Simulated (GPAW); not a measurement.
# CdSe (F-43m) in GPAW: further runs

One crystal, CdSe, is run at these levels: RPBE, revPBE, BLYP; tasks: band structure.

Program: GPAW 26.7.0. These are calculated values, not measurements. Logs are shortened: lines on timing, memory, paths and dates and some standing lists are left out, and cuts for length are marked. The log counts tension as positive stress, the text compression.

### Step 1. The structure

Symmetry: F-43m, No. 216, cubic system. The conventional cell has a = 6.141 Å, b = 6.141 Å, c = 6.141 Å, α = 90.00°, β = 90.00°, γ = 90.00°. Cd (site symmetry -43m) has 4 Se at 2.66 Å as nearest neighbours. Se (site symmetry -43m) is surrounded by 4 Cd at 2.66 Å.

Measurements of this composition are mostly on another form, of space group No. 186.

### Step 2. Band structure, RPBE

run.py reads:

```python
from ase import Atoms
from ase.dft.bandgap import bandgap
from ase.io import write
from ase.units import GPa
from gpaw import GPAW, PW

atoms = Atoms(['Cd', 'Se'],
              cell=[[0.0, 3.0702711986, 3.0702711986],
                    [3.0702711986, 0.0, 3.0702711986],
                    [3.0702711986, 3.0702711986, 0.0]],
              scaled_positions=[[0.0, 0.0, 0.0],
                                [0.25, 0.25, 0.25]],
              pbc=True)

calc = GPAW(mode=PW(600),
            xc='RPBE',
            kpts={'size': (8, 8, 8), 'gamma': True},
            occupations={'name': 'fermi-dirac', 'width': 0.05},
            nbands=18,
            convergence={'density': 1e-05, 'energy': 1e-05},
            maxiter=150,
            txt='gpaw.txt')
atoms.calc = calc
energy = atoms.get_potential_energy()
forces = atoms.get_forces()
stress = atoms.get_stress()
calc.write('gs.gpw')
write('result.traj', atoms)
print(f'Energy: {energy:.6f} eV')
print('Forces (eV/A):')
print(forces.round(4))
print('Stress (GPa):', (stress / GPa).round(3))
print('Fermi level:', round(calc.get_fermi_level(), 4), 'eV')
print(f'Gap: {bandgap(calc)[0]:.4f} eV, direct: {bandgap(calc, direct=True)[0]:.4f} eV')

path = atoms.cell.bandpath('GXWKGLUWLK,UX', npoints=100, eps=1e-4)
bs_calc = calc.fixed_density(kpts=path, symmetry='off', nbands=30,
                             convergence={'bands': 'CBM+6.0', 'eigenstates': 1e-6}, txt='bands.txt')
bs = bs_calc.band_structure()
bs.write('bs.json')
print(f'Gap on the path: {bandgap(bs_calc)[0]:.4f} eV')
```

Potentials or basis: the program's PAW data sets (release 1.2.1) made for this functional, pw.

Started as:

```bash
OMP_NUM_THREADS=1 python run.py
```

gpaw.txt:

```text
__  _  _
 | _ |_)|_||  |
 |__||  | ||/\| - 26.7.0

Input parameters:
  mode=PW(ecut=600.0),
  convergence={'density': 1e-05, 'energy': 1e-05},
  kpts=MonkhorstPack(size=(8, 8, 8), gamma=True),
  maxiter=150,
  nbands=18,
  occupations=Occupations(name='fermi-dirac', width=0.05),
  xc=XC(name='RPBE')

Diagonalizing LCAO Hamiltonian
Converting LCAO to pw mode

            Se

       Cd

Atoms  # Å, Bohr magnetons
|   | symbol |        x |        y |        z |    initial magnetic moments |
|---|--------|----------|----------|----------|-----------------------------|
| 0 |     Cd | 0.000000 | 0.000000 | 0.000000 | ( 0.0000,  0.0000,  0.0000) |
| 1 |     Se | 1.535136 | 1.535136 | 1.535136 | ( 0.0000,  0.0000,  0.0000) |

Unit cell  # Å
| periodic |        x |        y |        z |  lengths |    angles |
|----------|----------|----------|----------|----------|-----------|
|      yes | 0.000000 | 3.070271 | 3.070271 | 4.342019 | 60.000000 |
|      yes | 3.070271 | 0.000000 | 3.070271 | 4.342019 | 60.000000 |
|      yes | 3.070271 | 3.070271 | 0.000000 | 4.342019 | 60.000000 |

Number of symmetries: 24
Symmetry operations  # r_c * U_cc + t_c -> r_c
|    | kind |            matrix            |
|----|------|------------------------------|
|  0 |  E   |  1, 0, 0,  0, 1, 0,  0, 0, 1 |
|  1 |  σ   |  1, 0, 0,  0, 0, 1,  0, 1, 0 |
|  2 |  σ   |  1, 0,-1,  0, 1,-1,  0, 0,-1 |
|  3 |  C3  |  1, 0,-1,  0, 0,-1,  0, 1,-1 |
|  4 |  C3  |  1,-1, 0,  0,-1, 1,  0,-1, 0 |
|  5 |  σ   |  1,-1, 0,  0,-1, 0,  0,-1, 1 |
|  6 |  σ   |  0, 1, 0,  1, 0, 0,  0, 0, 1 |
|  7 |  C3  |  0, 1, 0,  0, 0, 1,  1, 0, 0 |
|  8 |  C2  |  0, 1,-1,  1, 0,-1,  0, 0,-1 |
|  9 |  S4  |  0, 1,-1,  0, 0,-1,  1, 0,-1 |
| 10 |  C3  |  0, 0, 1,  1, 0, 0,  0, 1, 0 |
| 11 |  σ   |  0, 0, 1,  0, 1, 0,  1, 0, 0 |
| 12 |  S4  |  0, 0,-1,  1, 0,-1,  0, 1,-1 |
| 13 |  C3  |  0, 0,-1,  0, 1,-1,  1, 0,-1 |
| 14 |  S4  |  0,-1, 1,  1,-1, 0,  0,-1, 0 |
| 15 |  C2  |  0,-1, 1,  0,-1, 0,  1,-1, 0 |
| 16 |  C3  |  0,-1, 0,  1,-1, 0,  0,-1, 1 |
| 17 |  S4  |  0,-1, 0,  0,-1, 1,  1,-1, 0 |
| 18 |  S4  | -1, 1, 0, -1, 0, 1, -1, 0, 0 |
| 19 |  C3  | -1, 1, 0, -1, 0, 0, -1, 0, 1 |
| 20 |  C3  | -1, 0, 1, -1, 1, 0, -1, 0, 0 |
| 21 |  S4  | -1, 0, 1, -1, 0, 0, -1, 1, 0 |
| 22 |  σ   | -1, 0, 0, -1, 1, 0, -1, 0, 1 |
| 23 |  C2  | -1, 0, 0, -1, 0, 1, -1, 1, 0 |

BZ-sampling:
  Number of BZ points: 512
  Number of IBZ points: 29

  Monkhorst-Pack size: [8, 8, 8]
  Monkhorst-Pack shift: [0.0625, 0.0625, 0.0625]

K-points  # in reciprocal-cell coordinates
|     |                                coordinates |     weight |
|-----|--------------------------------------------|------------|
|   0 | (  0.00000000,   0.00000000,   0.00000000) | 0.00195312 |
|   1 | (  0.12500000,   0.12500000,   0.00000000) | 0.01171875 |
|   2 | (  0.12500000,   0.12500000,   0.12500000) | 0.01562500 |
|   3 | (  0.25000000,   0.12500000,   0.12500000) | 0.02343750 |
|   4 | (  0.25000000,   0.25000000,   0.00000000) | 0.01171875 |
|   5 | (  0.25000000,   0.25000000,   0.12500000) | 0.04687500 |
|   6 | (  0.25000000,   0.25000000,   0.25000000) | 0.01562500 |
|   7 | (  0.37500000,   0.25000000,  -0.37500000) | 0.04687500 |
|   8 | (  0.37500000,   0.25000000,   0.12500000) | 0.04687500 |
|   9 | (  0.37500000,   0.25000000,   0.25000000) | 0.04687500 |
| ... |                                            |            |
|  28 | (  0.50000000,   0.50000000,   0.50000000) | 0.00781250 |

Plane wave coefficients: 1964
Cutoff: 600.0 eV

Spin-components: 1 (collinear spins)
Bands:           18
Projectors:      11
Spin-degeneracy: 2
Datatype:        complex128

Parallelization:
  kpt:    1
  domain: 1
  band:   1

Density:
  Valence electrons: 18.0
  Components: 1
  Grid points: [25 25 25]
  Charge: 0.0  # |e|

Potential:
  Grid points: [25 25 25]

species:
  Cd:
    name:    Cadmium
    Z:       48.0
    valence: 12
    core:    36
    charge:  0.0  # [|e|]
    compensation charges:
      type: gauss
      rc: 0.38  # [Å]
      lmax: 2
    cutoffs:
      filter: 2.12  # [Å]
      core: 2.62  # [Å]
    projectors
    | kind |    occ | energy [eV] | rcut [Å] |
    |------|--------|-------------|----------|
    |   5s |  2.000 |      -5.542 |    1.191 |
    |   5p |  0.000 |      -1.167 |    1.228 |
    |   4d | 10.000 |     -11.705 |    1.164 |
    |    s |        |      21.670 |    1.191 |
    |    p |        |      26.044 |    1.228 |
    |    d |        |      15.507 |    1.164 |

    Using partial waves for Cd as LCAO basis

  Se:
    name:    Selenium
    Z:       34.0
    valence: 6
    core:    28
    charge:  0.0  # [|e|]
    compensation charges:
      type: gauss
      rc: 0.27  # [Å]
      lmax: 2
    cutoffs:
      filter: 1.77  # [Å]
      core: 2.67  # [Å]
    projectors
    | kind |    occ | energy [eV] | rcut [Å] |
    |------|--------|-------------|----------|
    |   4s |  2.000 |     -17.221 |    0.847 |
    |   4p |  4.000 |      -6.481 |    1.005 |
    |    s |        |       9.991 |    0.847 |
    |    p |        |      20.730 |    1.005 |
    |    d |        |       0.000 |    0.847 |

    Using partial waves for Se as LCAO basis

Reference energy: -218291.639988  # eV

eigensolver:
  PPCG
  Converge bands: occupied
  niter=2

density mixing:
  MSR1-Mixer
  Pratt-step length: 0.05
  Maximum mixing coefficient: 0.75
  Old densities: 10
  SVD Regularization: 0.005
  Good broyden scale: 1.0
  Trust region scale: 1.0
  Backstep threshold: 4.0
  History deletion threshold: 6.0
  Fourier metric: weight=20.0, sigma=0.015

occupation numbers:
  Fermi-Dirac:
    width: 0.0500  # eV

poisson solver:
  ecut: 4800.0  # eV

xc functional:
  name: RPBE with 2 nearest neighbor stencil

convergence criteria:
- Maximum integral of absolute [dens]ity change: 1e-05 electrons / valence electron
- Maximum [total energy] change in last 3 cyles: 1e-05 eV / valence electron
- Maximum integral of absolute [eigenst]ate change: 4e-08 eV^2 / valence electron
maximum number of iterations: 150

SCF iterations
|iter     | |      energy | eigst |  dens |
|---------|-|-------------|-------|-------|
|iter:   1| |   -5.394750 | -0.60 |       |
|iter:   2| |   -5.314063 | -2.51 | -1.15 |
|iter:   3| |   -5.034206 | -1.61 | -1.20 |
|iter:   4| |   -5.036203 | -3.33 | -1.79 |
|iter:   5| |   -5.036743 | -3.85 | -2.22 |
|iter:   6| |   -5.036807 | -5.27 | -3.03 |
|iter:   7| |   -5.036821c| -6.33 | -3.44 |
|iter:   8| |   -5.036821c| -7.68c| -4.38 |
|iter:   9| |   -5.036821c| -8.45c| -4.83 |
|iter:  10| |   -5.036821c| -8.92c| -5.63c|

Converged in 10 steps
Energy contributions relative to reference atoms: (reference = -218291.639988)

Energy contributions:
  Kinetic:          20.732897
  Coulomb:         -18.774791
  Zero:              0.053365
  External:          0.000000
  Xc:               -7.048289
  Entropy:          -0.000006
  Spinorbit:         0.000000
  ----------------------------
  Free energy:      -5.036824
  Extrapolated:     -5.036821

dipole moment: (-23.316263, -23.316263, -23.316263)  # |e|*Ang

Fermi level: 3.855
Eigenvalues  # (at kpt = [0.000, 0.000, 0.000])
| band index |      eig [eV] | occ [0-2] |
|------------|---------------|-----------|
|          0 |        -8.934 |     2.000 |
|          1 |        -4.351 |     2.000 |
|          2 |        -4.351 |     2.000 |
|          3 |        -4.351 |     2.000 |
|          4 |        -4.006 |     2.000 |
|          5 |        -4.006 |     2.000 |
[... 10 lines left out ...]
|         16 |        15.669 |     0.000 |
|         17 |        15.669 |     0.000 |

Gap: 0.721 eV
Transition (v -> c):
  (s=0, k=0, n=8, [0.00, 0.00, 0.00]) -> (s=0, k=0, n=9, [0.00, 0.00, 0.00])
No difference between direct/indirect transitions

Forces  # eV/Ang
|        x |        y |       z |
|----------|----------|---------|
| -0.00000 |  0.00000 | 0.00000 |  # Cd   0
|  0.00000 | -0.00000 | 0.00000 |  # Se   1

Stress tensor  # eV/Ang^3
|         x |         y |         z |
|-----------|-----------|-----------|
| -0.018592 |  0.000000 |  0.000000 |
|  0.000000 | -0.018592 |  0.000000 |
|  0.000000 |  0.000000 | -0.018592 |

# Writing to gs.gpw (mode='')
```

It took 64 s on 1 thread of Arm Neoverse V1, shared host; peak memory 0.32 GiB.

Results:

```
Free energy             : -5.0368 eV
Pressure                : 3.0 GPa
Band gap on the k mesh  : 0.72 eV, direct
Band gap along the path : 0.72 eV, direct
```

Levels at the corners of the path, in eV from the valence-band top:
| point | band 7 | band 8 | band 9 | band 10 | band 11 | band 12 |
| --- | --- | --- | --- | --- | --- | --- |
| Γ | 0.00 | 0.00 | 0.00 | 0.72 | 5.99 | 5.99 |
| X | -3.91 | -1.75 | -1.75 | 3.37 | 3.83 | 9.16 |
| W | -3.82 | -2.10 | -2.07 | 4.96 | 5.38 | 6.53 |
| K | -3.85 | -2.36 | -1.43 | 3.85 | 5.20 | 8.38 |
| Γ | 0.00 | 0.00 | 0.00 | 0.72 | 5.99 | 5.99 |
| L | -4.17 | -0.71 | -0.71 | 2.48 | 6.52 | 6.52 |
| U | -3.85 | -2.36 | -1.43 | 3.85 | 5.20 | 8.38 |
| W | -3.82 | -2.10 | -2.07 | 4.96 | 5.38 | 6.53 |
| L | -4.17 | -0.71 | -0.71 | 2.48 | 6.52 | 6.52 |
| K | -3.85 | -2.36 | -1.43 | 3.85 | 5.20 | 8.38 |
| U | -3.85 | -2.36 | -1.43 | 3.85 | 5.20 | 8.38 |
| X | -3.91 | -1.75 | -1.75 | 3.37 | 3.83 | 9.16 |

(Part 1 of 2 ends here.)
